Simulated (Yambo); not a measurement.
# GaN (F-43m) in Yambo: notebook, part 3 of 3

Yambo 5.3.0. The steps go on from the part before.

**5. Optical spectrum, PBE**

Contents of optics0.in:

```
optics
chi
Chimod= "IP"
% BndsRnXd
 1 | 34 |
%
% LongDrXd
 0 | 0 | 1 |
%
% QpntsRXd
 1 | 1 |
%
% EnRngeXd
 0 | 30 | eV
%
% DmRngeXd
 0.3 | 0.3 | eV
%
ETStpsXd= 300
```

Contents of scf.in:

```
&CONTROL
  calculation = 'scf'
  prefix = 'pwscf'
  outdir = './tmp'
  pseudo_dir = './pseudo'
/
&SYSTEM
  ibrav = 0
  nat = 2
  ntyp = 2
  ecutwfc = 84
  nbnd = 15
  occupations = 'smearing'
  smearing = 'fd'
  degauss = 0.00367493
  force_symmorphic = .true.
/
&ELECTRONS
  conv_thr = 4d-10
  electron_maxstep = 120
  mixing_beta = 0.5
/
ATOMIC_SPECIES
Ga    69.7230 Ga.upf
N     14.0070 N.upf
CELL_PARAMETERS angstrom
   0.0000000000    2.2535006075    2.2535006075
   2.2535006075    0.0000000000    2.2535006075
   2.2535006075    2.2535006075    0.0000000000
ATOMIC_POSITIONS crystal
Ga     0.0000000000    0.0000000000    0.0000000000
N      0.2500000000    0.2500000000    0.2500000000
K_POINTS automatic
20 20 20 0 0 0
```

Contents of nscf.in:

```
&CONTROL
  calculation = 'nscf'
  prefix = 'pwscf'
  outdir = './tmp'
  pseudo_dir = './pseudo'
/
&SYSTEM
  ibrav = 0
  nat = 2
  ntyp = 2
  ecutwfc = 84
  nbnd = 39
  occupations = 'fixed'
  force_symmorphic = .true.
/
&ELECTRONS
  conv_thr = 1d-08
  diago_full_acc = .true.
  diago_thr_init = 1d-06
/
ATOMIC_SPECIES
Ga    69.7230 Ga.upf
N     14.0070 N.upf
CELL_PARAMETERS angstrom
   0.0000000000    2.2535006075    2.2535006075
   2.2535006075    0.0000000000    2.2535006075
   2.2535006075    2.2535006075    0.0000000000
ATOMIC_POSITIONS crystal
Ga     0.0000000000    0.0000000000    0.0000000000
N      0.2500000000    0.2500000000    0.2500000000
K_POINTS automatic
20 20 20 0 0 0
```

Potentials or basis: PseudoDojo 0.4.1 SR PBE standard.

Run with:

```console
$ OMP_NUM_THREADS=1 pw.x -in scf.in > scf.out
$ OMP_NUM_THREADS=1 pw.x -in nscf.in > nscf.out
$ cd tmp/pwscf.save; p2y; mv SAVE ../..; cd ../..
$ OMP_NUM_THREADS=1 yambo
$ OMP_NUM_THREADS=1 yambo -F optics0.in -J optics0 -C optics0_out
```

Yambo's report:

```text
[... sections 02.01 to 02.04 as in the set-up run ...]

  [02.05] Energies & Occupations
  ==============================

  [X] === General ===
  [X] Electronic Temperature                        :  0.000000  0.000000 [eV K]
  [X] Bosonic    Temperature                        :  0.000000  0.000000 [eV K]
  [X] Finite Temperature mode                       : no
  [X] El. density                                   :  0.78645E+24 [cm-3]
  [X] Fermi Level                                   :  10.58973 [eV]

  [X] === Gaps and Widths ===
  [X] Conduction Band Min                           :  1.758737 [eV]
  [X] Valence Band Max                              :  0.000000 [eV]
  [X] Filled Bands                                  :   9
  [X] Empty Bands                                   :   10   39
  [X] Direct Gap                                    :  1.758737 [eV]
  [X] Direct Gap localized at k                     :  1
  [X] Indirect Gap                                  :  1.758737 [eV]
  [X] Indirect Gap between kpts                     :  1  1
  [X] Last valence band width                       :  3.622189 [eV]
  [X] 1st conduction band width                     :  5.105206 [eV]

 [03] Transferred momenta grid and indexing
 ==========================================

 IBZ Q-points                                      :  256
 BZ  Q-points                                      :   8000

 K/Q-points units:
 rlu = crystal or reduced units; cc = cartesian coordinates; iku = interal k-units

 Q [  1]        [rlu]:  0.000000  0.000000  0.000000
 Q [  2]        [rlu]: -0.10713E-17 -0.10713E-17  0.50000E-01
 Q [  3]        [rlu]: -0.21427E-17 -0.21427E-17  0.10000
 Q [  4]        [rlu]: -0.51613E-18 -0.51613E-18  0.15000
 Q [  5]        [rlu]:  0.64851E-18  0.64851E-18  0.20000
 Q [  6]        [rlu]:  0.10757E-16  0.10757E-16  0.25000
[... 42 lines left out ...]
 Q [ 49]        [rlu]:  0.31697E-17  0.15000      0.20000
 Q [ 50]        [rlu]:  0.23293E-17  0.15000      0.25000

 Remaining 206 points informations can be written running with -fatlog

 [WARNING] [Xd] User bands 1-34 break level degeneracy

 [04] Dipoles
 ============

  [04.01] Setup: observables and procedures
  =========================================

  [WF-Oscillators/G space/Transverse up loader] Normalization (few states)  min/max  :  0.000000  1.000000

  [WR./optics0//ndb.dipoles]------------------------------------------------------
   Brillouin Zone Q/K grids (IBZ/BZ)                :    256   8000    256   8000
   RL vectors                                       :  2733 [WF]
   Fragmentation                                    : yes
   Electronic Temperature                           :  0.000000 [K]
   Bosonic    Temperature                           :  0.000000 [K]
   DIP band range                                   :    1   34
   DIP band range limits                            :   9  10
   DIP e/h energy range                             : -1.000000 -1.000000 [eV]
   RL vectors in the sum                            :  2733
   [r,Vnl] included                                 : yes
   Bands ordered                                    : yes
   Direct v evaluation                              : no
   Approach used                                    : G-space v
   Dipoles computed                                 : R V P [G-space]
   Wavefunctions                                    : Perdew, Burke & Ernzerhof(X)+Perdew, Burke & Ernzerhof(C)

  [WARNING] [r,Vnl^pseudo] included in position and velocity dipoles.

  [WARNING] In case H contains other non local terms, these are neglected

 [05] Optics
 ===========

 [X-CG] R(p) Tot o/o(of R):    43761  1800000      100
```

o-optics0.eel_q1_ip:

```text
# Electron Energy Loss @ Q(1):   0.00000000      0.00000000      1.00000000    [q->0 direction]
#
# [ X ] Hartree size                              :  1
# [GEN] GF Energies                               : Perdew, Burke & Ernzerhof(X)+Perdew, Burke & Ernzerhof(C)
# [GEN] Green`s Function                          : T-ordered
#
# [GEN] Gauge                                     : Length
# [GEN] [r,Vnl] included                          : yes
#
#    E[1] [eV]          Im(eel)            Re(eel)
#
        0.000000           0.006451          -0.165688
        0.100334           0.006460          -0.165642
        0.200669           0.006484          -0.165506
        0.301003           0.006527          -0.165278
        0.401338           0.006587          -0.164957
        0.501672           0.006668          -0.164539
[... 292 lines left out ...]
        29.89967           0.827888          -1.253120
        30.00000           0.825856          -1.263426
#
```

Wall time 4.8 min (1 thread of Intel Xeon Platinum 8259CL at 2.50GHz (Skylake/Cascade Lake), shared host); peak memory 0.46 GiB.

Results:

| Property | Result |
| --- | --- |
| Band gap on the k mesh, mean-field level | 1.76 eV, direct |
| Absorption peak | 6.92 eV |
| Electronic dielectric constant along the field | 6.03 |

Dielectric function (along the field direction of the input):
```tsv
energy (eV)	real part	imaginary part
0.30	6.04	0.24
0.80	6.14	0.27
1.30	6.35	0.35
1.81	6.66	0.67
2.31	6.67	1.17
2.81	6.52	1.50
3.31	6.59	1.76
3.81	6.62	1.93
4.31	6.76	2.28
4.82	7.13	2.76
5.32	7.48	3.55
5.82	7.34	4.85
6.32	6.71	6.27
6.82	5.04	7.21
7.32	3.48	7.07
7.83	1.98	6.03
8.33	2.49	4.73
8.83	3.54	5.87
9.33	1.80	6.87
9.83	0.46	6.25
10.33	0.11	5.13
10.84	0.48	5.08
11.34	0.06	5.80
11.84	-1.63	5.31
12.34	-2.23	3.99
12.84	-2.05	3.07
13.34	-1.84	2.35
13.85	-1.62	1.94
14.35	-1.35	1.48
14.85	-1.08	1.23
15.35	-0.78	1.03
15.85	-0.56	0.97
16.35	-0.39	0.89
16.86	-0.23	0.84
17.36	-0.11	0.87
17.86	-0.10	0.85
18.36	-0.09	0.77
18.86	0.00	0.68
19.36	0.06	0.62
19.97	0.21	0.51
```

Energy-loss function:
```json
{"energy (eV)": "0.0", "loss": "0.006"}
{"energy (eV)": "1.3", "loss": "0.009"}
{"energy (eV)": "2.6", "loss": "0.031"}
{"energy (eV)": "3.9", "loss": "0.041"}
{"energy (eV)": "5.2", "loss": "0.050"}
{"energy (eV)": "6.5", "loss": "0.082"}
{"energy (eV)": "7.8", "loss": "0.150"}
{"energy (eV)": "9.1", "loss": "0.128"}
{"energy (eV)": "10.4", "loss": "0.200"}
{"energy (eV)": "11.7", "loss": "0.169"}
{"energy (eV)": "13.0", "loss": "0.236"}
{"energy (eV)": "14.3", "loss": "0.369"}
{"energy (eV)": "15.7", "loss": "0.721"}
{"energy (eV)": "17.0", "loss": "1.134"}
{"energy (eV)": "18.3", "loss": "1.241"}
{"energy (eV)": "19.6", "loss": "1.701"}
{"energy (eV)": "20.9", "loss": "1.187"}
{"energy (eV)": "22.2", "loss": "1.101"}
{"energy (eV)": "23.5", "loss": "0.807"}
{"energy (eV)": "24.8", "loss": "1.070"}
{"energy (eV)": "26.1", "loss": "1.266"}
{"energy (eV)": "27.4", "loss": "0.983"}
{"energy (eV)": "28.7", "loss": "1.036"}
{"energy (eV)": "30.0", "loss": "0.826"}
```

Caveat: independent-particle spectra lack excitons.

**6. Summary**

| task | potentials or basis | k mesh | direction of the field or of q to 0 | broadening | kernel | top of the energy range | energy points | mesh quality | gap on the mesh (eV) |
| --- | --- | --- | --- | --- | --- | --- | --- | --- | --- |
| optical spectrum | PseudoDojo 0.5 SR PBE standard | 4 × 4 × 4 | z | 0.05 eV | Hartree (RPA with local fields) | 10 eV | 150 | coarse | 1.74 |
| optical spectrum by the Bethe-Salpeter equation | PseudoDojo 0.5 SR PBE standard | 4 × 4 × 4 | x + y + z | 0.2 eV | screened exchange | 20 eV | 200 | coarse | - |
| optical spectrum | PseudoDojo 0.4.1 SR PBE standard | 20 × 20 × 20 | z | 0.3 eV | none (independent particles) | 30 eV | 300 | not flagged | 1.76 |

Alike in all rows: level PBE; no spin polarisation; cell as given; cutoff (eV) 1143; smearing fixed.

Caveats: some runs use coarse meshes; the quasiparticle levels are read from an earlier G0W0 run on the same states, whose input isn't shown (some runs); spectra need much finer meshes, so this one isn't converged (some runs); these spectra lack excitons (some runs); exciton energies and binding change strongly with the k mesh and aren't converged on this one (some runs); independent-particle spectra lack excitons (some runs).

Total energies depend on the potentials used, so only differences within one code and one set of settings carry meaning.

**7. How close it comes**

Step 5. A measured gap of GaN is 3.299 eV (direct; 0 K; a printed reference work, textbook); the calculated 1.76 eV misses it by -1.54 eV. Spin-orbit coupling on Ga is left out. The value is that of PBE on a finite k mesh, which can miss the band edges, without temperature or zero-point motion. Semilocal functionals fall short of measured gaps as a rule. The cell is a database's relaxed one, not the measured one, which moves gaps too.
